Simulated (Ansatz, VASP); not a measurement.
Two plane-wave programs on NaI

INCAR

```
SYSTEM = NaI
PREC     = Accurate       ! precision mode
ENCUT    = 520            ! plane-wave cutoff, eV
EDIFF    = 1E-6           ! SCF threshold, eV
ISMEAR   = 0              ! smearing method
SIGMA    = 0.05           ! smearing width, eV
LREAL    = .FALSE.        ! projectors in reciprocal space
LASPH    = .TRUE.         ! aspherical terms in the spheres
NELM     = 100            ! most SCF steps
ALGO     = Normal         ! electronic algorithm
ISIF     = 2              ! what is computed and relaxed
LWAVE    = .FALSE.        ! write WAVECAR
LCHARG   = .FALSE.        ! write CHGCAR
GGA      = PS             ! functional
NBANDS   = 14             ! bands
```

The input KPOINTS:

```
regular mesh
0
G
  6 6 6
  0 0 0
```

The input POSCAR:

```
NaI
1.0
    0.0000000000      3.2364000000      3.2364000000
    3.2364000000      0.0000000000      3.2364000000
    3.2364000000      3.2364000000      0.0000000000
Na I
1 1
Direct
    0.0000000000      0.0000000000      0.0000000000
    0.5579347423      0.4420652577      0.5579347423
```

Input for Ansatz:

```yaml
crystal:
  lattice:
    - [0.0, 3.2364, 3.2364]
    - [3.2364, 0.0, 3.2364]
    - [3.2364, 3.2364, 0.0]
  atoms:
    - { symbol: Na, position: [0.0, 0.0, 0.0] }
    - { symbol: I, position: [0.5579347423, 0.4420652577, 0.5579347423] }
basis:
  ecutwfc: 420
kpoints:
  mp_grid: { grid: [6, 6, 6] }
hamiltonian:
  xc: pbesol
scf:
  occupations: { method: gaussian, width: 0.05 }
output:
  forces: true
  stress: true
  eigenvalues: true
```

Change from the starting cell: all I atoms moved +0.375 Å, as atom 2 along Cartesian [0 1 0].

Alike in both runs: task single point; functional PBEsol; k mesh 6 × 6 × 6; occupations gaussian, width 0.05 eV; no spin polarisation.

|  | VASP | Ansatz |
| --- | --- | --- |
| version | VASP 6.6.1 | Ansatz 0.2.0 |
| potentials or method | VASP PAW PBE potentials, release 64 (Na_pv, I) | scalar-relativistic, plane waves, PAW |
| plane-wave cutoff (eV) | 520 | 420 |
| valence electrons in the cell | 14 | 26 |

VASP gave:

```
gap on the k mesh at the Fermi level (eV)       : 3.53
least direct gap on the mesh (eV)               : 3.53
pressure (GPa)                                  : 0.3
largest component of the traceless stress (GPa) : 1.84
rms of the force components (eV/Å)              : 0.293
```

**Question.** Which values does Ansatz return?

**Answer.** gap on the k mesh at the Fermi level (eV): 3.53; least direct gap on the mesh (eV): 3.53; pressure (GPa): 0.3; largest component of the traceless stress (GPa): 1.82; rms of the force components (eV/Å): 0.289.

Atom by atom the forces differ by 0.004 eV/Å (rms over components). The two sets of potentials don't hold the same shells in valence.

Caveats: the PAW data sets were made with another functional, which shifts forces and pressure a little (VASP); spin-orbit coupling is left out, which moves the levels of the heavy elements.
